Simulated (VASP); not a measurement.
VASP, PAW. Band gap of CsBr (CsCl type) (no spin-orbit coupling). The mesh is coarse and the basis finite, so the quasiparticle values are not converged.

```json
[
 {"level": "Hartree-Fock (PBE cell)", "band gap (eV)": "12.01"}
]
```

Q: Estimate the band gap from G0W0@PBE (starting cell), PBE (own cell), r2SCAN (own cell) and from experiment.

A: 
```json
{
  "G0W0@PBE (starting cell)": "6.73 eV",
  "PBE (own cell)": "4.24 eV",
  "r2SCAN (own cell)": "5.16 eV",
  "measured": "7.30 eV (as given by Aguado et al., (1998), arXiv:cond-mat/9809176)"
}
```

Only levels that ran to the end are used. Left out are those held back, those with too coarse a band path, GW runs whose mesh misses a band edge, hybrids' fits of cells that aren't cubic and levels without matching references; a question may draw on a part of the rest.

The compound is CsBr in the CsCl type structure.
